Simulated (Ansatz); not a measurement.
Te₂Mo: computed properties

The calculation used DFT r2SCAN, scalar-relativistic, plane waves, PAW (Ansatz).

Plane waves to 500 eV, a k mesh through Γ of 12×12×2 on the computed 6-atom cell and Gaussian smearing (0.02 eV); no spin polarisation.

The structure is relaxed at this level of theory with its symmetry kept.

Symmetry: P6_3/mmc, No. 194, hexagonal system. Conventional cell: a = 3.564 Å, b = 3.564 Å, c = 14.726 Å, α = 90.00°, β = 90.00°, γ = 120.00°. Te (site symmetry 3m) is surrounded by 3 Mo at 2.73 Å. Mo (site symmetry -6m2) is surrounded by 6 Te at 2.73 Å.

```json
{"Volume per atom": "182.2 bohr³", "Formation energy from the elements' standard states (uncorrected)": "-0.303 eV/atom", "Generalised Kohn–Sham band gap": "1.05 eV, indirect from Γ to (0.195, 0.195, 0.000)", "Löwdin character of the top 1 eV of the valence band": "Mo 4d 59 %, Te 5p 37 %", "Löwdin character of the lowest 1 eV of the conduction band": "Mo 4d 68 %, Te 5p 26 %", "Electron masses at the edge by Cartesian direction of the standard setting (m_e; degenerate bands sorted by energy; no spin-orbit coupling)": "x: 0.69; y: 0.47; z: 0.58", "Hole masses at the edge by Cartesian direction of the standard setting (m_e; degenerate bands sorted by energy; no spin-orbit coupling)": "x: 1.5; y: 1.5; z: 1.3", "Bader charges (e)": "Te (4 in the cell) -0.34, Mo (2 in the cell) 0.69"}
```

Spin-orbit coupling is left out, which matters for the bands of heavy elements. Each cell of Te2Mo holds layers, and where no dispersion correction was added their binding is poorly described.

Cost: 8 runs of about 13 core-minutes in all, on Intel Xeon Platinum 8488C (Sapphire Rapids) (shared hosts).